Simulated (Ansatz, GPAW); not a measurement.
One calculation of V, 3 ways

```
V
1.0
    -1.51435    1.51435    1.51435
     1.51435   -1.51435    1.51435
     1.51435    1.51435   -1.51435
V
1
Direct
  0.00000 0.00000 0.00000
```

Alike in all runs: task single point; functional PBE; k mesh 12 × 12 × 12; occupations gaussian, width 0.015 eV; collinear spin, ferromagnetic start; no spin-orbit coupling. Pressure is positive in compression and, in plane waves, holds the error of the finite cutoff, which Ansatz's Pulay term estimates and takes out.

```json
{"program and potentials": "Ansatz, Ansatz PAW", "plane-wave cutoff (eV)": "420", "notes": "Pulay term of +0.08 GPa included", "band gap (eV)": "no gap", "pressure (GPa)": "-5.20", "net moment per atom (μB)": "0.12"}
{"program and potentials": "Ansatz, all-electron LAPW, scalar-relativistic", "plane-wave cutoff (eV)": "-", "notes": "-", "band gap (eV)": "no gap", "pressure (GPa)": "-5.27", "net moment per atom (μB)": "0.12"}
{"program and potentials": "GPAW, GPAW PAW data sets (gpaw-data 1.2.1)", "plane-wave cutoff (eV)": "600", "notes": "-", "band gap (eV)": "no gap", "pressure (GPa)": "-4.17", "net moment per atom (μB)": "0.11"}
```

None finds a gap. The pressure spans -5.27 (Ansatz, all-electron LAPW, scalar-relativistic) to -4.17 GPa (GPAW, GPAW PAW data sets (gpaw-data 1.2.1)), with all-electron results at -5.27. The net moment per atom spans 0.11 (GPAW, GPAW PAW data sets (gpaw-data 1.2.1)) to 0.12 μB (Ansatz, all-electron LAPW, scalar-relativistic), with all-electron results at 0.12. The state is the one that the start led to, which needn't be the lowest.

Differences between rows come from potentials, basis sets and numerical settings, since the functional is the same but for its coding. Runs on potential files found faulty are left out.
